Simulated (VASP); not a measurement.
# KCl (Sylvite) (Fm-3m) in VASP: further runs, part 2 of 2

VASP 6.6.1. Earlier steps stand in the parts before.

## Step 3: Electron localisation function, PW91

This run uses another cell than the first one: it holds 8 atoms, not 2.

INCAR

```
PREC = Accurate ; ENCUT = 520
EDIFF = 1E-6 ; ISMEAR = -1
SIGMA = 0.05 ; LREAL = F
LASPH = T ; NELM = 100
ALGO = Normal ; ISIF = 2
LWAVE = F ; LCHARG = T
GGA = 91 ; LELF = T
```

KCl.cif

```cif
data_KCl
_cell_length_a 6.29294000
_cell_length_b 6.29294000
_cell_length_c 6.29294000
_cell_angle_alpha 90.00000000
_cell_angle_beta 90.00000000
_cell_angle_gamma 90.00000000
_space_group_name_H-M_alt 'Fm-3m'
_space_group_name_Hall '-F 4 2 3'
_space_group_IT_number 225
loop_
_space_group_symop_operation_xyz
'x,y,z'
'-x,-y,-z'
'-y,x,z'
'y,-x,-z'
'-x,-y,z'
'x,y,-z'
'y,-x,z'
'-y,x,-z'
'x,-y,-z'
'-x,y,z'
'-y,-x,-z'
'y,x,z'
'-x,y,-z'
'x,-y,z'
'y,x,-z'
'-y,-x,z'
'z,x,y'
'-z,-x,-y'
'z,-y,x'
'-z,y,-x'
'z,-x,-y'
'-z,x,y'
'z,y,-x'
'-z,-y,x'
'-z,x,-y'
'z,-x,y'
'-z,-y,-x'
'z,y,x'
'-z,-x,y'
'z,x,-y'
'-z,y,x'
'z,-y,-x'
'y,z,x'
'-y,-z,-x'
'x,z,-y'
'-x,-z,y'
'-y,z,-x'
'y,-z,x'
'-x,z,y'
'x,-z,-y'
'-y,-z,x'
'y,z,-x'
'-x,-z,-y'
'x,z,y'
'y,-z,-x'
'-y,z,x'
'x,-z,y'
'-x,z,-y'
'x,y+1/2,z+1/2'
'-x,-y+1/2,-z+1/2'
'-y,x+1/2,z+1/2'
'y,-x+1/2,-z+1/2'
[... 63 lines left out ...]
'-z+1/2,y,-x+1/2'
'z+1/2,-x,-y+1/2'
'-z+1/2,x,y+1/2'
'z+1/2,y,-x+1/2'
'-z+1/2,-y,x+1/2'
'-z+1/2,x,-y+1/2'
'z+1/2,-x,y+1/2'
'-z+1/2,-y,-x+1/2'
'z+1/2,y,x+1/2'
'-z+1/2,-x,y+1/2'
'z+1/2,x,-y+1/2'
'-z+1/2,y,x+1/2'
'z+1/2,-y,-x+1/2'
'y+1/2,z,x+1/2'
'-y+1/2,-z,-x+1/2'
'x+1/2,z,-y+1/2'
'-x+1/2,-z,y+1/2'
'-y+1/2,z,-x+1/2'
'y+1/2,-z,x+1/2'
'-x+1/2,z,y+1/2'
'x+1/2,-z,-y+1/2'
'-y+1/2,-z,x+1/2'
'y+1/2,z,-x+1/2'
'-x+1/2,-z,-y+1/2'
'x+1/2,z,y+1/2'
'y+1/2,-z,-x+1/2'
'-y+1/2,z,x+1/2'
'x+1/2,-z,y+1/2'
'-x+1/2,z,-y+1/2'
'x+1/2,y+1/2,z'
'-x+1/2,-y+1/2,-z'
'-y+1/2,x+1/2,z'
'y+1/2,-x+1/2,-z'
'-x+1/2,-y+1/2,z'
'x+1/2,y+1/2,-z'
'y+1/2,-x+1/2,z'
'-y+1/2,x+1/2,-z'
'x+1/2,-y+1/2,-z'
'-x+1/2,y+1/2,z'
'-y+1/2,-x+1/2,-z'
'y+1/2,x+1/2,z'
'-x+1/2,y+1/2,-z'
'x+1/2,-y+1/2,z'
'y+1/2,x+1/2,-z'
'-y+1/2,-x+1/2,z'
'z+1/2,x+1/2,y'
'-z+1/2,-x+1/2,-y'
'z+1/2,-y+1/2,x'
'-z+1/2,y+1/2,-x'
'z+1/2,-x+1/2,-y'
'-z+1/2,x+1/2,y'
'z+1/2,y+1/2,-x'
'-z+1/2,-y+1/2,x'
'-z+1/2,x+1/2,-y'
'z+1/2,-x+1/2,y'
'-z+1/2,-y+1/2,-x'
'z+1/2,y+1/2,x'
'-z+1/2,-x+1/2,y'
'z+1/2,x+1/2,-y'
'-z+1/2,y+1/2,x'
'z+1/2,-y+1/2,-x'
'y+1/2,z+1/2,x'
'-y+1/2,-z+1/2,-x'
'x+1/2,z+1/2,-y'
'-x+1/2,-z+1/2,y'
'-y+1/2,z+1/2,-x'
'y+1/2,-z+1/2,x'
'-x+1/2,z+1/2,y'
'x+1/2,-z+1/2,-y'
'-y+1/2,-z+1/2,x'
'y+1/2,z+1/2,-x'
'-x+1/2,-z+1/2,-y'
'x+1/2,z+1/2,y'
'y+1/2,-z+1/2,-x'
'-y+1/2,z+1/2,x'
'x+1/2,-z+1/2,y'
'-x+1/2,z+1/2,-y'
loop_
_atom_site_label
_atom_site_type_symbol
_atom_site_symmetry_multiplicity
_atom_site_Wyckoff_symbol
_atom_site_fract_x
_atom_site_fract_y
_atom_site_fract_z
_atom_site_occupancy
K1 K 4 a 0.0000000000 0.0000000000 0.0000000000 1
Cl1 Cl 4 b 0.5000000000 0.0000000000 0.0000000000 1
```

KPOINTS

```
regular mesh
0
Gamma
  4 4 4
```

POSCAR

```
K  Cl
 1.0000000000000000
     6.2929399999999998    0.0000000000000000    0.0000000000000000
     0.0000000000000000    6.2929399999999998    0.0000000000000000
     0.0000000000000000    0.0000000000000000    6.2929399999999998
 K   Cl 
   4   4
Cartesian
  0.0000000000000000  0.0000000000000000  0.0000000000000000
  0.0000000000000000  3.1464699999999999  3.1464699999999999
  3.1464699999999999  0.0000000000000000  3.1464699999999999
  3.1464699999999999  3.1464699999999999  0.0000000000000000
  3.1464699999999994  0.0000000000000000  0.0000000000000000
  0.0000000000000000  3.1464699999999994  0.0000000000000000
  0.0000000000000000  0.0000000000000000  3.1464699999999994
  3.1464699999999994  3.1464699999999999  3.1464699999999999
```

Potentials or basis: VASP PAW PBE potentials, release 64 (K_sv, Cl).

Started as:

```console
> ase convert -i cif -o vasp KCl.cif POSCAR
> cat potpaw_PBE.64/K_sv/POTCAR potpaw_PBE.64/Cl/POTCAR > POTCAR
> mpirun -np 1 vasp_std > vasp.out
```

Run time: 93 s. Hardware: 1 thread of Intel Xeon Platinum 8488C (Sapphire Rapids), shared host; peak memory 0.34 GiB.

The run converged. Its results:

| Item | Value |
| --- | --- |
| Free energy | -27.4630 eV |
| Pressure | 0.7 GPa |
| Band gap on the k mesh | 5.22 eV |

Levels at points of the mesh, in eV from the valence-band top:
```csv
k point,band 30,band 31,band 32,band 33,band 34,band 35
"(0.00, 0.00, 0.00)",0.00,0.00,0.00,5.22,6.55,6.55
"(0.50, 0.00, 0.00)",-0.13,-0.13,-0.13,6.67,6.67,7.27
"(0.50, 0.50, 0.00)",-0.31,-0.31,-0.31,7.65,7.65,7.65
"(0.50, 0.50, 0.50)",-0.32,-0.32,-0.32,7.62,7.62,7.62
```

Caveat: the PAW data sets were made with another functional, which shifts forces and pressure a little.

## Step 4: Single point, PBE

INCAR

```
SYSTEM = KCl
PREC = Accurate
ENCUT = 520
EDIFF = 1E-6
ISMEAR = 0
SIGMA = 0.016
LREAL = .False.
LASPH = .True.
NELM = 100
ALGO = Normal
ISIF = 2
LWAVE = .False.
LCHARG = .False.
GGA = PE
```

KPOINTS

```
regular mesh
0
Gamma
  7 7 7
  0 0 0
```

POSCAR

```
KCl
1.0
    0.0000000000      3.1464700000      3.1464700000
    3.1464700000      0.0000000000      3.1464700000
    3.1464700000      3.1464700000      0.0000000000
K Cl
1 1
Direct
    0.0000000000      0.0000000000      0.0000000000
    0.5000000000      0.5000000000      0.5000000000
```

Potentials or basis: VASP PAW PBE potentials, release 64 (K_sv, Cl).

Started as:

```console
> cat potpaw_PBE.64/K_sv/POTCAR potpaw_PBE.64/Cl/POTCAR > POTCAR
> mpirun -np 1 vasp_std > vasp.out
```

OUTCAR:

```text
SYSTEM = KCl
   PREC = Accurate
   ENCUT = 520
   EDIFF = 1E-6
   ISMEAR = 0
   LREAL = .False.
   LASPH = .True.
   NELM = 100
   ISIF = 2
   GGA = PE

 ion  position               nearest neighbor table
   1  0.000  0.000  0.000-   2 3.15   2 3.15   2 3.15   2 3.15   2 3.15   2 3.15
   2  0.500  0.500  0.500-   1 3.15   1 3.15   1 3.15   1 3.15   1 3.15   1 3.15

  LATTYP: Found a face centered cubic cell.
 ALAT       =     6.2929400000

  Lattice vectors:

 A1 = (   0.0000000000,   3.1464700000,   3.1464700000)
 A2 = (   3.1464700000,   0.0000000000,   3.1464700000)
[... 481 lines left out ...]

  FORCE on cell =-STRESS in cart. coord.  units (eV):
  Direction    XX          YY          ZZ          XY          YZ          ZX
  --------------------------------------------------------------------------------------
  -------------------------------------------------------------------------------------
  Total        0.3026841      0.3026841      0.3026841     -0.0000000      0.0000000     -0.0000000
  in kB        7.7839379      7.7839379      7.7839379     -0.0000000      0.0000000     -0.0000000
  external PRESSURE =       7.7839379 kB  Pullay stress =       0.0000000 kB

 VOLUME and BASIS-vectors are now :
 -----------------------------------------------------------------------------
  energy-cutoff  :      520.00
  volume of cell :       62.30
      direct lattice vectors                 reciprocal lattice vectors
     0.000000000  3.146470000  3.146470000    -0.158908237  0.158908237  0.158908237
     3.146470000  0.000000000  3.146470000     0.158908237 -0.158908237  0.158908237
     3.146470000  3.146470000  0.000000000     0.158908237  0.158908237 -0.158908237

 POSITION                                       TOTAL-FORCE (eV/Angst)
 -----------------------------------------------------------------------------------
      0.00000      0.00000      0.00000         0.000000      0.000000      0.000000
      3.14647      3.14647      3.14647        -0.000000     -0.000000     -0.000000
 -----------------------------------------------------------------------------------
    total drift:                                0.000000      0.000000      0.000000

  FREE ENERGIE OF THE ION-ELECTRON SYSTEM (eV)
  ---------------------------------------------------
  free  energy   TOTEN  =        -6.8038992416 eV

  energy  without entropy=       -6.8038992416  energy(sigma->0) =       -6.80389924
```

Wall time 7.6 s (1 thread of Intel Xeon 6975P-C (Granite Rapids), shared host); peak memory 0.2 GiB.

What came out:

```
Free energy            : -6.8039 eV
Pressure               : 0.8 GPa
Band gap on the k mesh : 5.19 eV, direct
```

Levels at points of the mesh, in eV from the valence-band top:
```tsv
k point	band 5	band 6	band 7	band 8	band 9	band 10	band 11	band 12
(0.00, 0.00, 0.00)	-10.66	0.00	0.00	0.00	5.19	8.38	8.38	8.38
```

Caveat: an odd mesh through Γ misses points on the zone boundary, where band edges often lie.

## Step 5: Relaxation of cell and atoms, B3LYP

POSCAR is that of step 4.

INCAR.step1

```
PREC = Accurate
ENCUT = 600
EDIFF = 1E-5
ISMEAR = -1
SIGMA = 0.05
LREAL = F
LASPH = T
NELM = 80
ALGO = Normal
LWAVE = T
LCHARG = F
GGA = PE
```

INCAR.step2

```
PREC = Accurate
ENCUT = 600
EDIFF = 1E-7
ISMEAR = -1
SIGMA = 0.05
LREAL = F
LASPH = T
NELM = 80
ALGO = Normal
ISIF = 3
LWAVE = F
LCHARG = F
GGA = B3
LHFCALC = T
AEXX = 0.2
AGGAX = 0.72
AGGAC = 0.81
ALDAC = 0.19
PRECFOCK = Fast
HFRCUT = -1
IBRION = 2
NSW = 60
EDIFFG = -0.01
ISTART = 1
```

KPOINTS

```
Automatic mesh
0
Gamma
  4 4 4
```

Potentials or basis: VASP PAW PBE potentials, release 64 (K_sv, Cl).

Started as:

```console
> cat potpaw_PBE.64/K_sv/POTCAR potpaw_PBE.64/Cl/POTCAR > POTCAR
> cp INCAR.step1 INCAR
> mpirun -np 1 vasp_std > vasp.out
> cp INCAR.step2 INCAR
> mpirun -np 1 vasp_std > vasp.out
```

OUTCAR:

```text
PREC = Accurate
   ENCUT = 600
   EDIFF = 1E-7
   ISMEAR = -1
   LREAL = F
   LASPH = T
   NELM = 80
   ISIF = 3
   GGA = B3
   LHFCALC = T
   AEXX = 0.2
   PRECFOCK = Fast
   IBRION = 2
   NSW = 60
   EDIFFG = -0.01
   ISTART = 1

 ion  position               nearest neighbor table
   1  0.000  0.000  0.000-   2 3.15   2 3.15   2 3.15   2 3.15   2 3.15   2 3.15
   2  0.500  0.500  0.500-   1 3.15   1 3.15   1 3.15   1 3.15   1 3.15   1 3.15

  LATTYP: Found a face centered cubic cell.
 ALAT       =     6.2929400000

  Lattice vectors:

 A1 = (   0.0000000000,   3.1464700000,   3.1464700000)
 A2 = (   3.1464700000,   0.0000000000,   3.1464700000)
 A3 = (   3.1464700000,   3.1464700000,   0.0000000000)

Analysis of symmetry for initial positions (statically):
[... 174 lines left out ...]
  in kB       10.3254011     10.3254011     10.3254011      0.0000000      0.0000000     -0.0000000
  external PRESSURE =      10.3254011 kB  Pullay stress =       0.0000000 kB
[... 59 lines left out ...]
--------------------------------------- Ionic step        3  -------------------------------------------

 number of electron      15.9999998 magnetization

 Free energy of the ion-electron system (eV)
  ---------------------------------------------------
  ext. energy  EPLUGINS =         0.00000000
  ---------------------------------------------------
  free energy    TOTEN  =        -7.80811022 eV

  energy without entropy =       -7.80811022  energy(sigma->0) =       -7.80811022

 E-fermi :  -1.8979     XC(G=0):  -6.0315

 val. band max:       -3.0667065272   @ k =   0.0000   0.0000   0.0000
 cond. band min:       3.5297596415   @ k =   0.0000   0.0000   0.0000
 fundamental gap:      6.5964661688
 Fermi energy:        -1.8978645677

 k-point     1 :       0.0000    0.0000    0.0000
  band No.  band energies     occupation
      1     -32.0561      2.00000
      2     -16.0496      2.00000
      3     -14.4986      2.00000
      4     -14.4986      2.00000
      5     -14.4986      2.00000
      6      -3.0667      2.00000
      7      -3.0667      2.00000
      8      -3.0667      2.00000
      9       3.5298      0.00000
     10       7.0205      0.00000
     11       7.0205      0.00000
     12       7.0205      0.00000
[... 132 lines left out ...]
  FREE ENERGIE OF THE ION-ELECTRON SYSTEM (eV)
  ---------------------------------------------------
  free  energy   TOTEN  =        -7.8081102223 eV

  energy  without entropy=       -7.8081102223  energy(sigma->0) =       -7.80811022

 reached required accuracy - stopping structural energy minimisation
```

OUTCAR.step1:

```text
PREC = Accurate
   ENCUT = 600
   EDIFF = 1E-5
   ISMEAR = -1
   LREAL = F
[... 322 lines left out ...]
      0.00000      0.00000      0.00000        -0.000000     -0.000000     -0.000000
      3.14647      3.14647      3.14647         0.000000      0.000000      0.000000
 -----------------------------------------------------------------------------------
    total drift:                                0.000000      0.000000      0.000000

  FREE ENERGIE OF THE ION-ELECTRON SYSTEM (eV)
  ---------------------------------------------------
  free  energy   TOTEN  =        -6.8040110043 eV

  energy  without entropy=       -6.8040110043  energy(sigma->0) =       -6.80401100
```

OSZICAR.step1:

```text
N       E                     dE             d eps       ncg     rms          rms(c)
DAV:   1     0.116998309230E+03    0.11700E+03   -0.78364E+03   192   0.133E+03
DAV:   2     0.311084818368E+00   -0.11669E+03   -0.10399E+03   244   0.296E+02
DAV:   3    -0.679389111402E+01   -0.71050E+01   -0.70640E+01   244   0.670E+01
DAV:   4    -0.709492505558E+01   -0.30103E+00   -0.30073E+00   356   0.125E+01
DAV:   5    -0.709549464270E+01   -0.56959E-03   -0.56958E-03   252   0.567E-01    0.332E+00
DAV:   6    -0.680511538550E+01    0.29038E+00   -0.54265E-01   228   0.407E+00    0.272E+00
DAV:   7    -0.678989907855E+01    0.15216E-01   -0.13228E-01   240   0.224E+00    0.158E+00
DAV:   8    -0.680254880799E+01   -0.12650E-01   -0.21044E-02   268   0.126E+00    0.193E-01
DAV:   9    -0.680328923811E+01   -0.74043E-03   -0.11229E-03   240   0.228E-01    0.104E-01
DAV:  10    -0.680400158274E+01   -0.71234E-03   -0.72431E-04   208   0.216E-01    0.116E-02
DAV:  11    -0.680401100434E+01   -0.94216E-05   -0.17617E-05   256   0.314E-02
   1 F= -.68040110E+01 E0= -.68040110E+01  d E =-.836378E-10
```

It took 5.1 min on 1 thread of Intel Xeon 6975P-C (Granite Rapids), shared host; peak memory 0.22 GiB.

What came out:

```yaml
Free_energy: -7.8081 eV
Relaxed_volume: 32.82 Å³/atom
Relaxed_cell: a = 4.528 Å, b = 4.528 Å, c = 4.528 Å, α = 60.00°, β = 60.00°, γ = 60.00°
Space_group_after_relaxing_to_0.05_Å: Fm-3m (No. 225)
Energy_gained_by_relaxing: 5.4 meV/atom
Ionic_steps: 3
Pressure_after_relaxing: 0.0 GPa
Band_gap_on_the_k_mesh: 6.60 eV, direct
```

Step by step:
```
step  energy change (eV)  largest force (eV/Å)  pressure (GPa)  volume (Å³)
   1              0.0000                0.0000            1.03        62.30
   2             -0.0084                0.0000            0.45        64.13
   3             -0.0108                0.0000            0.04        65.64
```

Final structure:
```
CELL_PARAMETERS angstrom
0.00000 3.20165 3.20165
3.20165 0.00000 3.20165
3.20165 3.20165 0.00000
ATOMIC_POSITIONS crystal
K 0.00000 0.00000 0.00000
Cl 0.50000 0.50000 0.50000
```

Caveat: the k mesh is coarse (spacing up to 0.43 Å⁻¹), so the values aren't converged, least of all with exact exchange; the PAW data sets were made with another functional, which shifts forces and pressure a little. Zero-point motion and thermal expansion aren't in these numbers.

## Step 6: The reference run

An earlier run on the cell as given: functional PBEsol; potentials or basis VASP PAW PBE potentials, release 64 (K_sv, Cl); cutoff 520 eV; k mesh 7 × 7 × 7; occupations fermi-dirac, width 0.05 eV; no spin polarisation.

* Pressure: -0.4 GPa
* Band gap on the k mesh: 5.02 eV, direct

## Step 7: The runs side by side

```tsv
task	level	potentials or basis	cell	k mesh	cutoff (eV)	smearing	grid for exact exchange (PRECFOCK)	exchange at q = 0	ladder	mesh quality	gap on the mesh (eV)	pressure (GPa)
single point	PBE+MBD	VASP PAW PBE potentials, release 64 (K_sv_GW, Cl_GW)	as given	7 × 7 × 7	600	gaussian 0.1 eV	-	-	-	not flagged	5.19	-2.1
electron localisation function	PW91	VASP PAW PBE potentials, release 64 (K_sv, Cl)	as given	4 × 4 × 4	520	fermi-dirac 0.05 eV	-	-	-	not flagged	5.22	0.7
single point	PBE	VASP PAW PBE potentials, release 64 (K_sv, Cl)	as given	7 × 7 × 7	520	gaussian 0.016 eV	-	-	-	not flagged	5.19	0.8
relaxation of cell and atoms	B3LYP	VASP PAW PBE potentials, release 64 (K_sv, Cl)	relaxed	4 × 4 × 4	600	fermi-dirac 0.05 eV	Fast	truncated	-	coarse	6.60	0.0
single point	PBEsol	VASP PAW PBE potentials, release 64 (K_sv, Cl)	as given	7 × 7 × 7	520	fermi-dirac 0.05 eV	-	-	free	not flagged	5.02	-0.4
```

Alike in all rows: no spin polarisation.

Caveats: some runs use coarse meshes; an odd mesh through Γ misses points on the zone boundary, where band edges often lie (some runs); the PAW data sets were made with another functional, which shifts forces and pressure a little (some runs).

Absolute energies hang on the potentials; compare differences alone.

## Step 8: How close it comes

Step 2. The gap isn't set beside the deposited one, since this odd mesh misses points on the zone boundary.

Step 3. Measured gap of KCl: 8.68 eV (a printed reference work, monograph). This calculation gives 5.22 eV (-3.46 eV). The value is that of PW91 on a finite k mesh, which can miss the band edges, without temperature or zero-point motion. Semilocal functionals fall short of measured gaps as a rule.

Step 4. The gap isn't set beside the deposited one, since this odd mesh misses points on the zone boundary.
